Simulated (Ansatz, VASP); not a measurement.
**One calculation of C, two programs**

```xyz
1
Lattice="4.1811 0.0000 0.0000 -2.0906 3.6209 0.0000 0.0000 0.0000 1.2809" Properties=species:S:1:pos:R:3 pbc="T T T"
C     0.0000    0.0000    0.0000
```

Alike in both runs: functional PBEsol; k mesh 18 × 18 × 42; occupations gaussian, width 0.1 eV; no spin polarisation.

Ansatz relaxed the structure, and its values are those at the end. VASP's run is a single point on that final structure, the one shown.

|  | VASP | Ansatz |
| --- | --- | --- |
| version | VASP 6.6.1 | Ansatz 0.2.0 |
| potentials or method | VASP PAW PBE potentials, release 64 (C) | scalar-relativistic, plane waves, PAW |
| plane-wave cutoff (eV) | 520 | 420 |
| valence electrons in the cell | 4 | 4 |

|  | VASP | Ansatz | Ansatz less VASP |
| --- | --- | --- | --- |
| gap on the k mesh at the Fermi level (eV) | none | none | - |
| pressure (GPa) | 0.0 | 0.0 | +0.02 |

A gap of «none» marks a metal or a gap that the smearing closes.

Caveats: the PAW data sets were made with another functional, which shifts forces and pressure a little (VASP).
